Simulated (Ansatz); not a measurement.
Given:

```yaml
crystal:
  lattice:
    - [4.28054, 0.00000, 0.00000]
    - [2.14027, 3.70706, 0.00000]
    - [0.00000, 0.00000, 53.27870]
  atoms:
    - { symbol: Te, position: [0.66667, 0.16667, 0.14066] }
    - { symbol: Sb, position: [0.00000, 0.50000, 0.17232] }
    - { symbol: Te, position: [0.33333, 0.83333, 0.20954] }
    - { symbol: Sb, position: [0.66667, 0.16667, 0.24669] }
    - { symbol: Te, position: [0.00000, 0.50000, 0.27866] }
    - { symbol: Te, position: [0.33333, 0.83333, 0.33416] }
    - { symbol: Sb, position: [0.66667, 0.16667, 0.36606] }
    - { symbol: Te, position: [0.00000, 0.50000, 0.40321] }
    - { symbol: Sb, position: [0.33333, 0.83333, 0.44034] }
    - { symbol: Te, position: [0.66667, 0.16667, 0.47225] }
    - { symbol: Te, position: [0.00000, 0.50000, 0.52775] }
    - { symbol: Sb, position: [0.33333, 0.83333, 0.55966] }
    - { symbol: Te, position: [0.66667, 0.16667, 0.59679] }
    - { symbol: Sb, position: [0.00000, 0.50000, 0.63394] }
    - { symbol: Te, position: [0.33333, 0.83333, 0.66584] }
    - { symbol: Te, position: [0.66667, 0.16667, 0.72134] }
    - { symbol: Sb, position: [0.00000, 0.50000, 0.75331] }
    - { symbol: Te, position: [0.33333, 0.83333, 0.79046] }
    - { symbol: Sb, position: [0.66667, 0.16667, 0.82768] }
    - { symbol: Te, position: [0.00000, 0.50000, 0.85934] }
```

No spin polarisation.

All numbers come from Kohn–Sham DFT with the r2SCAN+rVV10 functional, run in Ansatz (a quantum-chemistry and plane-wave program) with PAW and 500 eV plane waves, no spin-orbit coupling. k-mesh 9×9×1 (Γ-centred); smearing 0.05 eV (Fermi–Dirac). The cell is a slab with vacuum along z.

### Question
Predict the gap character and valence-band top at Γ.

### Answer
* **Gap character**: direct at Γ
* **Valence-band top at Γ (three highest levels, from the VBM)**: 0.00, -0.19, -0.39 eV

Spin-orbit coupling, missing from the scalar runs, can matter with Sb and Te. No phonon test of stability was made. The cell was made from Sb₂Te₃ in the Bi2Te3 type structure (space group R-3m, No. 166) by this change: a free-standing slab of 4 layers (20 atoms, 5 a layer) is cut normal to the stacking axis, with 15 Å of vacuum and the in-plane cell relaxed.
